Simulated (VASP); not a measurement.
Here is a VASP 6.6.1 calculation.

INCAR

```
SYSTEM = PbSe
PREC = Accurate
ENCUT = 520
EDIFF = 1E-6
ISMEAR = -1
SIGMA = 0.05
LREAL = .False.
LASPH = .True.
NELM = 80
ALGO = Normal
ISIF = 2
LWAVE = .False.
LCHARG = .True.
GGA = RP
IVDW = 13
LELF = .True.
LVHAR = .True.
NBANDS = 17
```

Contents of KPOINTS:

```
regular mesh
0
Gamma
  8 8 8
  0 0 0
```

Contents of POSCAR:

```
PbSe
1.0
    0.0000000000      3.1206779849      3.1206779849
    3.1206779849      0.0000000000      3.1206779849
    3.1206779849      3.1206779849      0.0000000000
Pb Se
1 1
Direct
    0.0000000000      0.0000000000      0.0000000000
    0.5000000000      0.5000000000      0.5000000000
```

Potentials or basis: VASP PAW PBE potentials, release 64 (Pb_d, Se).

Launch:

```sh
$ cat potpaw_PBE.64/Pb_d/POTCAR potpaw_PBE.64/Se/POTCAR > POTCAR
$ mpirun -np 1 vasp_std > vasp.out
```

(1) Predict the band gap on the k mesh.

(2) Estimate the dispersion energy per atom.

(3) What does it give for the pressure?

Results:

(1) 0.56 eV, direct.

(2) -0.692 eV.

(3) 0.1 GPa.

Caveat: the PAW data sets were made with another functional, which shifts forces and pressure a little; spin-orbit coupling is left out, which moves the levels of the heavy elements.

**What was measured.**

A printed reference work, monograph reports, for a bulk crystal of PbSe at 300 K: band gap 0.28 eV (direct).

A measured gap of PbSe is 0.28 eV (direct; 300 K; a printed reference work, monograph); the calculated 0.56 eV misses it by +0.28 eV. 2 values of this kind are on record (0.15 to 0.28 eV); this one was drawn at random. Spin-orbit coupling on Pb, Se is left out. The value is that of RPBE+D4 on a finite k mesh, which can miss the band edges, without temperature or zero-point motion.
